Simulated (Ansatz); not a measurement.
Crystal: Rh.

```
Rh
1.0
     0.00000    1.89785    1.89785
     1.89785    0.00000    1.89785
     1.89785    1.89785    0.00000
Rh
1
Direct
  0.00000 0.00000 0.00000
```

Program: Ansatz 0.2.0. Alike in all runs: potentials or basis Ansatz PAW; cell as given; cutoff (eV) 420.

Task: Order these runs on this cell by their pressure, lowest first.
A. level PBE0; spin SOC, no magnetisation; k mesh 5 × 5 × 5; smearing fermi-dirac 0.05 eV; mesh quality coarse
B. level PBEsol; spin SOC, no magnetisation; k mesh 9 × 9 × 9; smearing methfessel-paxton 0.1 eV; mesh quality not flagged
C. level LDA+D3(BJ); spin off; k mesh 12 × 12 × 12; smearing methfessel-paxton 0.1 eV; mesh quality not flagged
D. level PBE; spin off; k mesh 12 × 12 × 12; smearing gaussian 0.05 eV; mesh quality not flagged

Result: C (-17.9 GPa), B (-3.3 GPa), A (-1.6 GPa), D (7.2 GPa).

Caveats: some runs use coarse meshes; the PAW data sets come from PBE, with cores solved anew for the run's functional, which leaves a small shift of forces and pressure (some runs); the thresholds are loose for stress (some runs); so large a pressure means that the cell lies far from this level's equilibrium, or that cutoff or potentials fall short (some runs); pairwise dispersion overbinds metals, which lowers pressure and volume (some runs); the dispersion damping was fitted for another functional or another form of the correction (some runs).
